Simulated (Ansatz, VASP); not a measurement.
# SiC (SiC (F-43m)): VASP beside Ansatz

Aim: how closely do two programs agree when they are given the same cell, functional and k mesh? The cell is taken from a series of runs on this material, whose earlier steps may have relaxed, scaled, displaced or heated it; both programs get it as it stands.

Calculated with Ansatz 0.2.0; plane waves, with VASP 6.6.1 beside it; relaxation of cell and atoms at r2SCAN.

## (1) Starting point

Symmetry: F-43m, No. 216, cubic system. Conventional cell: a = 4.357 Å, b = 4.357 Å, c = 4.357 Å, α = 90.00°, β = 90.00°, γ = 90.00°. Nearest to Si lie 4 C at 1.89 Å. Nearest to C lie 4 Si at 1.89 Å. Farther neighbours are not listed.

## (2) VASP: relaxation of cell and atoms, r2SCAN

The relaxed volume is the usual yardstick between codes: in a stiff, nearly cubic crystal its relative difference is about their pressure difference at one cell divided by the bulk modulus.

Lines of VASP's logs that name or quote its potential files are left out, and so is its time.

File INCAR:

```
SYSTEM = SiC
PREC = Accurate
ENCUT = 660
EDIFF = 1E-07
NELM = 120
ISMEAR = 0
SIGMA = 0.01
LREAL = .FALSE.
ALGO = Normal
METAGGA = R2SCAN
LASPH = .TRUE.
NBANDS = 10
LORBIT = 11
LWAVE = .FALSE.
LCHARG = .FALSE.
ISIF = 3
IBRION = 2
NSW = 80
EDIFFG = -0.005
GGA_COMPAT = .FALSE.
NELMIN = 4
EFERMI = MIDGAP
LMIXTAU = .TRUE.
```

File POSCAR:

```
SiC
1.0
    0.0000000000      2.1784270000      2.1784270000
    2.1784270000      0.0000000000      2.1784270000
    2.1784270000      2.1784270000      0.0000000000
Si C
1 1
Direct
    0.0000000000      0.0000000000      0.0000000000
    0.2499998852      0.2499998852      0.2499998852
```

File KPOINTS:

```
Automatic mesh
0
Gamma
11 11 11
0 0 0
```

PAW data sets: Si and C (PBE family, release 64).

The run is started by

```console
$ mpirun -np 1 vasp_std
```

Numbers of over 12 decimals in the logs are rounded to 6 here.

Output:

```text
[banner, memory and clock lines left out]
running    1 mpi-ranks, on    1 nodes
 distrk:  each k-point on    1 cores,    1 groups
 distr:  one band on    1 cores,    1 groups

 POSCAR found type information on POSCAR SiC
 POSCAR found :  2 types and       2 ions
|                                                                             |
|               ----> ADVICE to this user running VASP <----                  |
|                                                                             |
|     You enforced a specific xc type in the INCAR file but a different       |
|     [... a line on the potential file left out ...]
|     I HOPE YOU KNOW WHAT YOU ARE DOING!                                     |
|                                                                             |

 LDA part: xc-table for (None), standard interpolation
 POSCAR, INCAR and KPOINTS ok, starting setup
 FFT: planning ... GRIDC
 FFT: planning ... GRID_SOFT
 FFT: planning ... GRID
 WAVECAR not read
 entering main loop
       N       E                     dE             d eps       ncg     rms          rms(c)
DAV:   1     0.356419577636E+01    0.35642E+01   -0.46585E+03  1144   0.849E+02
DAV:   2    -0.214764874375E+02   -0.25041E+02   -0.23393E+02  1456   0.127E+02
DAV:   3    -0.223250667073E+02   -0.84858E+00   -0.84683E+00  1316   0.204E+01
DAV:   4    -0.223291065473E+02   -0.40398E-02   -0.40395E-02  1318   0.170E+00
DAV:   5    -0.223291233275E+02   -0.16780E-04   -0.16780E-04  1268   0.108E-01    0.920E+00
DAV:   6    -0.191457775726E+02    0.31833E+01   -0.53330E+00  1226   0.126E+01    0.538E+00
DAV:   7    -0.190966301662E+02    0.49147E-01   -0.67646E-01  1252   0.491E+00    0.189E+00
DAV:   8    -0.191226368213E+02   -0.26007E-01   -0.39599E-01  1120   0.473E+00    0.145E+00
DAV:   9    -0.193145920629E+02   -0.19196E+00   -0.53755E-02  1142   0.206E+00    0.573E-01
DAV:  10    -0.193200727061E+02   -0.54806E-02   -0.72664E-03  1144   0.835E-01    0.287E-01
DAV:  11    -0.193323981801E+02   -0.12325E-01   -0.51141E-03  1120   0.736E-01    0.366E-02
DAV:  12    -0.193309173707E+02    0.14808E-02   -0.20075E-03  1128   0.386E-01    0.841E-02
DAV:  13    -0.193312396091E+02   -0.32224E-03   -0.38033E-04  1194   0.124E-01    0.506E-02
DAV:  14    -0.193315523385E+02   -0.31273E-03   -0.82143E-05  1136   0.860E-02    0.867E-03
DAV:  15    -0.193315494558E+02    0.28827E-05   -0.44830E-06  1462   0.200E-02    0.598E-03
DAV:  16    -0.193315535160E+02   -0.40602E-05   -0.19259E-06  1150   0.119E-02    0.439E-03
DAV:  17    -0.193315532362E+02    0.27977E-06   -0.41979E-07  1142   0.546E-03    0.403E-03
DAV:  18    -0.193315535470E+02   -0.31078E-06   -0.83809E-08   578   0.246E-03    0.692E-04
DAV:  19    -0.193315535021E+02    0.44880E-07   -0.16985E-08   572   0.109E-03
   1 F= -.19331554E+02 E0= -.19331554E+02  d E =-.193316E+02
 curvature:   0.00 expect dE= 0.000E+00 dE for cont linesearch  0.000E+00
 trial: gam= 0.00000 g(F)=  0.486E-41 g(S)=  0.286E-03 ort = 0.000E+00 (trialstep = 0.100E+01)
 search vector abs. value=  0.286E-03
 bond charge predicted
       N       E                     dE             d eps       ncg     rms          rms(c)
DAV:   1    -0.193315659970E+02   -0.12450E-04   -0.49632E-03  1124   0.508E-01    0.835E-02
DAV:   2    -0.193315266369E+02    0.39360E-04   -0.32211E-04  1194   0.111E-01    0.445E-02
DAV:   3    -0.193315275202E+02   -0.88332E-06   -0.42058E-05  1126   0.549E-02    0.141E-02
DAV:   4    -0.193315255069E+02    0.20133E-05   -0.32821E-05  1130   0.385E-02    0.907E-03
DAV:   5    -0.193315357694E+02   -0.10262E-04   -0.97200E-06  1134   0.183E-02    0.508E-03
DAV:   6    -0.193315332697E+02    0.24997E-05   -0.15783E-06  1188   0.124E-02    0.168E-03
DAV:   7    -0.193315363462E+02   -0.30765E-05   -0.11682E-06  1124   0.129E-02    0.102E-03
DAV:   8    -0.193315360812E+02    0.26504E-06   -0.22377E-07  1124   0.510E-03    0.317E-04
DAV:   9    -0.193315362725E+02   -0.19137E-06   -0.67754E-09   564   0.984E-04    0.104E-04
DAV:  10    -0.193315361909E+02    0.81640E-07   -0.53459E-10   560   0.241E-04
   2 F= -.19331536E+02 E0= -.19331536E+02  d E =0.173112E-04
 trial-energy change:    0.000017  1 .order    0.000018   -0.000286    0.000322
 step:   0.4722(harm=  0.4701)  dis= 0.00000  next Energy=   -19.331621 (dE=-0.675E-04)
 bond charge predicted
       N       E                     dE             d eps       ncg     rms          rms(c)
DAV:   1    -0.193316301339E+02   -0.93861E-04   -0.13812E-03  1124   0.267E-01    0.441E-02
DAV:   2    -0.193316196549E+02    0.10479E-04   -0.90516E-05  1194   0.588E-02    0.235E-02
DAV:   3    -0.193316188645E+02    0.79043E-06   -0.11763E-05  1126   0.290E-02    0.751E-03
DAV:   4    -0.193316193744E+02   -0.50995E-06   -0.92772E-06  1130   0.204E-02    0.479E-03
DAV:   5    -0.193316209588E+02   -0.15843E-05   -0.27639E-06  1134   0.975E-03    0.269E-03
DAV:   6    -0.193316210731E+02   -0.11436E-06   -0.44986E-07  1182   0.663E-03    0.888E-04
DAV:   7    -0.193316206708E+02    0.40231E-06   -0.33473E-07  1122   0.685E-03    0.534E-04
DAV:   8    -0.193316210103E+02   -0.33948E-06   -0.60722E-08   666   0.268E-03    0.173E-04
DAV:   9    -0.193316209164E+02    0.93861E-07   -0.23212E-09   560   0.458E-04
   3 F= -.19331621E+02 E0= -.19331621E+02  d E =-.674143E-04
 curvature:  -0.24 expect dE=-0.538E-09 dE for cont linesearch -0.538E-09
 trial: gam= 0.00000 g(F)=  0.115E-41 g(S)=  0.229E-08 ort =-0.809E-06 (trialstep = 0.894E+00)
 search vector abs. value=  0.239E-08
 reached required accuracy - stopping structural energy minimisation
```

Parts of OUTCAR (step 2):

```text
ion  position               nearest neighbor table
   1  0.000  0.000  0.000-   2 1.89   2 1.89   2 1.89   2 1.89
   2  0.250  0.250  0.250-   1 1.89   1 1.89   1 1.89   1 1.89

  LATTYP: Found a face centered cubic cell.
 ALAT       =     4.3568540000

 Subroutine GETGRP returns: Found 24 space group operations
 (whereof 24 operations were pure point group operations)

The static configuration has the point symmetry T_d .

 Found     56 irreducible k-points:

   k-points           NKPTS =     56   k-points in BZ     NKDIM =     56   number of bands    NBANDS=     10

   dimension x,y,z NGX =    28 NGY =   28 NGZ =   28
   dimension x,y,z NGXF=    56 NGYF=   56 NGZF=   56

   ENCUT  =  660.0 eV  48.51 Ry    6.96 a.u.   6.45  6.45  6.45*2*pi/ulx,y,z

   NELECT =       8.0000    total number of electrons

 k-points in reciprocal lattice and weights: Automatic mesh
   0.00000000  0.00000000  0.00000000       0.001
   0.09090909  0.00000000  0.00000000       0.006
   0.18181818  0.00000000  0.00000000       0.006
   0.27272727  0.00000000  0.00000000       0.006
   0.36363636  0.00000000  0.00000000       0.006
   0.45454545  0.00000000  0.00000000       0.006
   0.09090909  0.09090909  0.00000000       0.005
   0.18181818  0.09090909  0.00000000       0.018
   0.27272727  0.09090909  0.00000000       0.018
[...]
-0.36363636  0.45454545  0.18181818       0.018
  -0.27272727  0.45454545  0.18181818       0.018

 average (electrostatic) potential at core
       1 -83.2885       2 -46.6421

 E-fermi :   8.9267

 k-point     1 :       0.0000    0.0000    0.0000
  band No.  band energies     occupation
      1      -8.1886      2.00000
      2       8.0129      2.00000
      3       8.0129      2.00000
      4       8.0129      2.00000
      5      14.8848      0.00000
      6      15.8863      0.00000
      7      15.8863      0.00000
      8      15.8863      0.00000
      9      23.2419      0.00000
    ...

 k-point     2 :       0.0909    0.0000    0.0000
  band No.  band energies     occupation
      1      -8.0208      2.00000
      2       7.1285      2.00000
      3       7.8960      2.00000
      4       7.8960      2.00000
      5      15.1300      0.00000
      6      16.1055      0.00000
      7      16.1055      0.00000
      8      16.1486      0.00000
      9      22.4139      0.00000
    ...

 k-point     3 :       0.1818    0.0000    0.0000
  band No.  band energies     occupation
      1      -7.5242      2.00000
      2       5.1875      2.00000
      3       7.6151      2.00000
      4       7.6152      2.00000
      5      14.8990      0.00000
      6      16.4853      0.00000
      7      16.4853      0.00000
      8      17.3260      0.00000
      9      21.6553      0.00000
    ...

  Total        0.0001779      0.0001779      0.0001779     -0.0000000     -0.0000000      0.0000000
  in kB        0.0138153      0.0138153      0.0138153     -0.0000000     -0.0000000      0.0000000
  external PRESSURE =       0.0138153 kB  Pullay stress =       0.0000000 kB

  energy-cutoff  :      660.00
  volume of cell :       20.63
      direct lattice vectors                 reciprocal lattice vectors
    -0.000000000  2.176868177  2.176868177    -0.229687771  0.229687771  0.229687771
     2.176868177 -0.000000000  2.176868177     0.229687771 -0.229687771  0.229687771
     2.176868177  2.176868177 -0.000000000     0.229687771  0.229687771 -0.229687771

 POSITION                                       TOTAL-FORCE (eV/Angst)
 -----------------------------------------------------------------------------------
      0.00000      0.00000      0.00000        -0.000000     -0.000000      0.000000
      1.08843      1.08843      1.08843         0.000000      0.000000     -0.000000
 -----------------------------------------------------------------------------------
    total drift:                                0.000162      0.000162      0.000162

  FREE ENERGIE OF THE ION-ELECTRON SYSTEM (eV)
  ---------------------------------------------------
  free  energy   TOTEN  =       -19.3316209164 eV

  energy  without entropy=      -19.3316209164  energy(sigma->0) =      -19.33162092

 reached required accuracy - stopping structural energy minimisation

 total charge
# of ion       s       p       d       tot
------------------------------------------
    1        0.702   0.982   0.000   1.685
    2        0.849   1.718   0.000   2.567
--------------------------------------------------
tot          1.551   2.700   0.000   4.251

[... 3 further parts left out ...]
```

The run keeps the 24 symmetry operations of its start, so it cannot find a distortion of lower symmetry.

## (3) Ansatz: relaxation of cell and atoms, r2SCAN

Ansatz runs on its default PAW (the set named soft_2) files.

The same cell, functional and mesh now go to Ansatz.

File input.yaml:

```yaml
crystal:
  lattice:
    - [0.0, 2.1784266, 2.1784266]
    - [2.1784266, 0.0, 2.1784266]
    - [2.1784266, 2.1784266, 0.0]
  atoms:
    - { symbol: Si, position: [0.0, 0.0, 0.0] }
    - { symbol: C, position: [0.25, 0.25, 0.25] }
basis:
  ecutwfc: 500
  xc_grid: 2
hamiltonian:
  xc: r2scan
kpoints:
  mp_grid: { grid: [11, 11, 11] }
scf:
  occupations: { method: fixed }
  max_iter: 100
relax:
  f_tol: 0.005
  max_steps: 60
  cell: {}
output:
  forces: true
  stress: true
checkpoint:
  write: "../cell.run"
  compress: false
  write_wavefunctions: false
  write_every: 100000
```

The run is started by

```console
$ ansatz run input.yaml --threads 4 --pin off --max-ram 7536MiB --backend cpu --events-out ev --progress --plain --runs-dir out
```

Output:

```text
Engine: ansatz 0.2.0, x86_64-unknown-linux-gnu
Pseudopotentials: kind: paw
Pseudopotential: Si, paw, valence charge 4, recommended cutoff 500 eV (meta_gga), Si.paw.azcp
Pseudopotential: C, paw, valence charge 4, recommended cutoff 500 eV (meta_gga), C.paw.azcp
Functional definition: r2SCAN
  parameter k0 = 0.174
  parameter k1 = 0.065
  parameter a1 = 4.9479
  exchange = r2scan_x(k0 = k0, k1 = k1, a1 = a1)
  correlation = r2scan_c
Crystal: 2 atoms, lattice volume = 20.676 Å³
Basis set: ecut = 500 eV, 531 PW (Γ), exchange–correlation on 48×48×48 points (8 copies of the dense FFT grid, shifted against one another)
Bands: 8, of which v1, the nominal top of the filled ones, is band 4 counted from 1 (3 counted from 0)
Symmetry: 24 space group operations
Space group: F-43m (ITA 216), of the structure as read, at distance tolerance 2.7e-5 Å
k-points: 56 of 1331 (time reversal used)
Non-local potential: Si, projectors of the file, l = 0: 2, l = 1: 2, l = 2: 2
Non-local potential: C, projectors of the file, l = 0: 2, l = 1: 2, l = 2: 1
PAW form: soft (Blöchl's): semilocal exchange-correlation on the pseudo side does not see the compensation charge
PAW frozen core: Si, regenerated for the run's functional (the file was generated under x = pbe(κ = 0.804, μ = 0.219515), c = pbe(β = 0.066725))
PAW frozen core: C, regenerated for the run's functional (the file was generated under x = pbe(κ = 0.804, μ = 0.219515), c = pbe(β = 0.066725))
PAW one-centre angular grid: Si, 302 points (default); XC on 160 Gauss nodes
PAW one-centre angular grid: C, 302 points (default); XC on 239 of its mesh's 2573 points in the sphere
Initial density: superposition of atomic densities (neutral atoms: chi_scale 0, normalization atom), corrected by the library's trained network
Initial wavefunctions: pseudopotential atomic-orbital guess
Functional: x = r2scan, c = r2scan; τ floored in thin density (d = 2e-4 eV/Å³)
SCF iter   1: F=—  HF=-891.289704 eV  |F-HF|=—  |Δ(HF+E_count)|=         —  Δρ=5.86e-3  dr2=4.78e-3  dr2_τ=1.94e-1  ethr=1.77e-3  ⟨swp⟩=5.0  Hψ=3184  notcnv=0  defer=96
preconditioner: auto → none  [insulator: Δε(μ)=1.763 eV  Ē_g=15.006 eV  n_scr=0 (ndim 8)  ℏωp=23.1 eV  f_vac=0.000  ε∞_Penn≈3.4]
SCF iter   2: F=—  HF=-891.333991 eV  |F-HF|=—  |Δ(HF+E_count)|=   4.43e-2  Δρ=3.99e-3  dr2=1.78e-3  dr2_τ=3.46e-5  ethr=5.97e-5  ⟨swp⟩=2.1  Hψ=1245  notcnv=0  defer=103
SCF iter   3: F=—  HF=-891.333951 eV  |F-HF|=—  |Δ(HF+E_count)|=   4.02e-5  Δρ=1.08e-3  dr2=2.01e-4  dr2_τ=5.21e-6  ethr=2.22e-5  ⟨swp⟩=2.5  Hψ=765  notcnv=0  defer=105
SCF iter   4: F=—  HF=-891.333977 eV  |F-HF|=—  |Δ(HF+E_count)|=   2.61e-5  Δρ=1.12e-4  dr2=2.14e-6  dr2_τ=5.23e-7  ethr=2.51e-6  ⟨swp⟩=2.3  Hψ=767  notcnv=0  defer=105
SCF iter   5: F=—  HF=-891.333976 eV  |F-HF|=—  |Δ(HF+E_count)|=   9.33e-7  Δρ=5.43e-5  dr2=5.09e-7  dr2_τ=2.43e-8  ethr=2.67e-8  ⟨swp⟩=2.0  Hψ=653  notcnv=0
SCF iter   6: F=—  HF=-891.333976 eV  |F-HF|=—  |Δ(HF+E_count)|=   5.74e-8  Δρ=2.46e-5  dr2=1.04e-7  dr2_τ=7.58e-10  ethr=6.36e-9  ⟨swp⟩=2.0  Hψ=631  notcnv=0
SCF iter   7: F=-891.333976 eV  HF=-891.333976 eV  |F-HF|=8.96e-10  |Δ(HF+E_count)|=   4.85e-9  Δρ=5.17e-6  dr2=4.67e-9  dr2_τ=3.54e-11  ethr=1.25e-9  ⟨swp⟩=4.0  Hψ=1344  notcnv=0
SCF 1 converged in 7 iterations: F = -891.333976 eV  dr2 = 4.67e-9
  greatest PAW one-centre occupation: 0.659 electrons in one spin orbital (limit 2), on the C atom at site 1 (counted from 0), in its partial waves of l = 0
relax step   1: F+E_penalty+E_count = -891.33397650 eV  Δ(F+E_penalty+E_count) = +0.000e0 eV  max|allowed force component| = 3.516e-16 eV/Å  Δτ_max = 0.0000 Å  P = -0.084 GPa  Ω = 20.676 Å³  (7 SCF iters, dr2 threshold 1.00e-7 eV, accepted)
[...]
relax step   2: F+E_penalty+E_count = -891.33397864 eV  Δ(F+E_penalty+E_count) = -2.140e-6 eV  max|allowed force component| = 7.864e-17 eV/Å  Δτ_max = 0.0000 Å  P = -0.038 GPa  Ω = 20.671 Å³  energy of the carried Pulay correction = +5.410e-7 eV  (2 SCF iters, dr2 threshold 1.78e-8 eV, accepted)
[...]
relax step   3: F+E_penalty+E_count = -891.33397673 eV  Δ(F+E_penalty+E_count) = +1.905e-6 eV  max|allowed force component| = 6.476e-17 eV/Å  Δτ_max = 0.0000 Å  P = -0.039 GPa  Ω = 20.671 Å³  stress off target by 3.87e-2 GPa  SCF on the basis re-selected at this cell (its energy is not comparable with the rows above)  (4 SCF iters)
basis re-selected at this cell: Δ(F+E_penalty+E_count) = +1.905e-6 eV, ΔP = -0.000 GPa vs the last step (what re-selecting the basis moved, of the pressure what is left beyond the Pulay correction that the steps carried, after the strain that the cell walked since its last selection, with what the two solves' SCF thresholds leave and, on support functions, any second-order correction that the steps lacked; it is no m [...]
SCF converged after 4 iterations
Free energy (F): -891.333977 eV
Harris-Foulkes:  -891.333977 eV  (|F-HF|=7.96e-13)
Internal energy: -891.333977 eV  (E = F + TS)
E sigma→0 (E₀):  -891.333977 eV
Fermi energy:    9.373655 eV
--- Per-component energies (eV) ---
  E_band       = 25.546430
  E_kinetic    = 136.027488
  E_local      = -103.565224  (includes V_loc(G=0)·N_el)
  E_nonlocal   = 50.369322
  E_hartree    = 32.460864
  E_xc         = -101.354874
  E_vxc        = -118.633572  (∫ρ·V_xc dr)
  E_paw        = -620.292541  (= ΣΔE_a)
  E_vpaw       = -9.142219  (= ΣTr[D̂ρ^β])
  E_aug_tail   = 0.000008  (compensation charges beyond the density's cutoff)
  E_vtau       = 5.568878  (kinetic-family band-sum trace: ∫τ·v_τ [+ j·A + Jᵃ·Aᵃ] dr)
  E_ewald      = -284.877814
  E_core_change = -0.101207  (= ΣΔE_core)
  E_smearing   = -0.000000  (= −TS)
  E_closure    = 0.000000  (closes the sum)
  Σ components = -891.333977   (vs F -891.333977, Δ=0.00e0)
--- Forces (eV/Å), atoms counted from 1 ---
  atom   1  Si     0.00000000    -0.00000000    -0.00000000
  atom   2  C     -0.00000000     0.00000000     0.00000000
  max |Σ_I F_I| component: 5.55e-17 eV/Å
--- Stress (GPa, compression-positive) ---
       -0.038685       0.000000      -0.000000
        0.000000      -0.038685       0.000000
       -0.000000       0.000000      -0.038685
  P = ⅓ Tr σ = -0.0387 GPa (-0.387 kbar)
--- Relaxed structure (2 steps of the walk, 2 accepted, 1 SCFs on fresh bases) ---
  F+E_penalty+E_count = -891.33397673 eV   max|allowed force component| = 6.476e-17 eV/Å   (the final SCF, on the basis selected at the relaxed cell)
  cell:  # Å, volume = 20.6715 Å³
    - [0, 2.178281, 2.178281]
    - [2.178281, 0, 2.178281]
    - [2.178281, 2.178281, 0]
  atoms:
    - { symbol: Si, position: [0, 0, 0] }
    - { symbol: C, position: [0.250000, 0.250000, 0.250000] }
```

## (4) Differences

Known differences besides the potentials themselves: VASP keeps PBE cores, Ansatz makes them for the functional; fixed occupations in Ansatz, narrow Gaussian smearing in VASP; the cutoff is 500 eV in Ansatz and 660 eV in VASP; Ansatz adds a Pulay correction to the stress that steers its cell, VASP none. Total energies have different zeros and are not compared.

Both answers:

| quantity | Ansatz | VASP | difference |
| --- | --- | --- | --- |
| volume (Å³) | 20.67 | 20.63 | +0.19 % |
| edge a after relaxation, in the typed setting (Å) | 3.081 | 3.079 | +0.06 % |

## (5) Summary of results

```yaml
difference_in_volume_relaxation_of_cell_and_atoms_r2scan: 0.19 %
```

The difference in volume is 0.19 % (relaxation of cell and atoms, r2SCAN), within the 1.2 % picked in this series as the mark of a large difference, as far as the stopping tolerances let one tell. How closely two codes agree says nothing of how well the functional describes the real material.

[Lines on the potential files, build, host, timing and source positions are cut from VASP's logs without a mark.]

[Logs are printed without paths, hosts, clocks, repeated set-up lines and the standing remarks that a program may print on its own settings, such as how far it seeks lower states.]

[Hosts, paths, dates, database ids (printed as entryN), source tags and the programs' standing remarks are cut or masked in the printed files.]
